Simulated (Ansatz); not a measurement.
**CdTe: modes against the lattice constant**

All numbers below come from Ansatz, DFT PBE+D3(BJ), scalar-relativistic, plane waves, PAW. Cutoff 420 eV, 12×12×12 k-points (Γ-centred), Fermi-Dirac smearing of 0.15 eV. No spin polarisation. Phonons by linear response, acoustic sum rule imposed.

The cell is fixed (symmetry leaves no force on the atoms) and stands under 0.4 GPa:
```cif
data_structure
_symmetry_space_group_name_H-M 'Pm-3m'
_symmetry_Int_Tables_number 221
_cell_length_a 3.7103
_cell_length_b 3.7103
_cell_length_c 3.7103
_cell_angle_alpha 90.000
_cell_angle_beta 90.000
_cell_angle_gamma 90.000
_cell_volume 51.08
loop_
_atom_site_label
_atom_site_type_symbol
_atom_site_symmetry_multiplicity
_atom_site_Wyckoff_symbol
_atom_site_fract_x
_atom_site_fract_y
_atom_site_fract_z
_atom_site_occupancy
Cd1 Cd 1 a 0.00000 0.00000 0.00000 1
Te1 Te 1 b 0.50000 0.50000 0.50000 1
```

The cell is the ideal cubic caesium chloride prototype; this isn't the usual structure of the compound. In a metal, frequencies and elastic constants depend on the k mesh and the smearing, soft modes and shear constants most.

Task: How do the optical zone-centre modes (counted from the lowest optical one, degenerate ones once; i marks imaginary ones) of this metal change over a = 3.647 and 3.710 Å?

Result:
```
         a (Å)  3.647  3.710
pressure (GPa)    3.5    0.4
 mode 1 (cm⁻¹)     84     68
```

Cost: 2 runs of about 4.4 core-minutes in all, on Intel Xeon Processor @ 2.50GHz (Skylake/Cascade Lake) (shared hosts).